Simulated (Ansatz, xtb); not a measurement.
# Redistribution: CHF3 + C3H6S → CHF3S + C3H6

Species: CHF3 (trifluoromethane) `FC(F)F`, singlet; C3H6S (allyl mercaptan) `C=CCS`, singlet; CHF3S `FC(F)(F)S`, singlet; C3H6 (propene) `C=CC`, singlet. The partners trade H for SH; both sit on C, so the bond types are kept.

Shapes, held fixed at every level: PBE0-D4/def2-TZVP. Flexible molecules stand in one conformer, not always the lowest. Programs: Ansatz 0.2.0, xtb 6.7.1. The zero-point and thermal change to 298 K, harmonic and unscaled (PBE0-D4/def2-TZVP), is -4.8 kJ/mol.

| level | kind | ΔH(298 K) (kJ/mol) | less CCSD(T)/CBS estimate |
| --- | --- | --- | --- |
| GFN2-xTB | semi-empirical | +6.4 | +0.1 |
| SPW92/def2-TZVPP | LDA | -7.4 | -13.7 |
| B3LYP-D4/def2-TZVPP | global hybrid | +3.3 | -3.0 |
| BHLYP-D4/def2-TZVPP | global hybrid | +6.7 | +0.4 |
| PBE0-D4/def2-TZVPP | global hybrid | +2.7 | -3.6 |
| B2PLYP/def2-TZVPP | double hybrid | +4.9 | -1.4 |
| CCSD(T)/def2-SVP | coupled cluster or CI | +1.1 | -5.2 |
| CCSD(T)/def2-TZVPP | coupled cluster or CI | +7.8 | +1.5 |
| CCSD(T)/CBS estimate | coupled cluster or CI | +6.3 | 0.0 |

The highest level, CCSD(T)/CBS estimate, gives ΔH(298 K) = +6.3 kJ/mol; the levels span -7.4 to +7.8. They disagree on the sign: 8 of 9 are positive. The column of differences is taken from that level and isn't an error. No measured value is set beside it here. The CBS estimate extrapolates MP2 from def2-TZVPP and def2-QZVPP and adds CCSD(T) − MP2 in the triple-zeta set, cores frozen.
